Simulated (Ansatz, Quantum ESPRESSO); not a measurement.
**Ir: changing the pressure**

The cell as given:

```
Ir
1.0
     0.00000    1.91560    1.91560
     1.91560    0.00000    1.91560
     1.91560    1.91560    0.00000
Ir
1
Direct
  0.00000 0.00000 0.00000
```

Kept alike: task relaxation of cell and atoms; functional PBEsol; k mesh 12 × 12 × 12; occupations fermi-dirac, width 0.05 eV; no spin polarisation. Program: Quantum ESPRESSO, GBRV 1.5 PBEsol, cutoff 707 eV. The mesh is that of the run's cell of 1 atom. No spin-orbit coupling.

| pressure, P (GPa) | volume (Å³/atom) |
| --- | --- |
| 0 | 14.012 |
| 2 | 13.940 |
| 5 | 13.838 |
| 10 | 13.675 |
| 20 | 13.383 |
| 30 | 13.122 |

The relaxations keep at least the cell's symmetry (Fm-3m). For a metal such a mesh leaves the last digits unconverged. The runs follow the start's structure, whether or not it is the stable one at these pressures. P is the pressure aimed at, which the runs meet within some hundredths to tenths of a GPa.

The volume falls from 14.012 to 13.122 Å³/atom between 0 and 30 GPa. The volume falls ever more slowly, since the solid stiffens under load. At the pressures aimed at, which the runs meet within some tenths of a GPa, the step from 0 to 5 GPa gives a mean bulk modulus near 400 GPa, the last step 508 GPa. A twin series (Ansatz, all-electron LAPW, scalar-relativistic) moves it by -0.8920 between 0 and 30, against -0.8900 Å³/atom here.
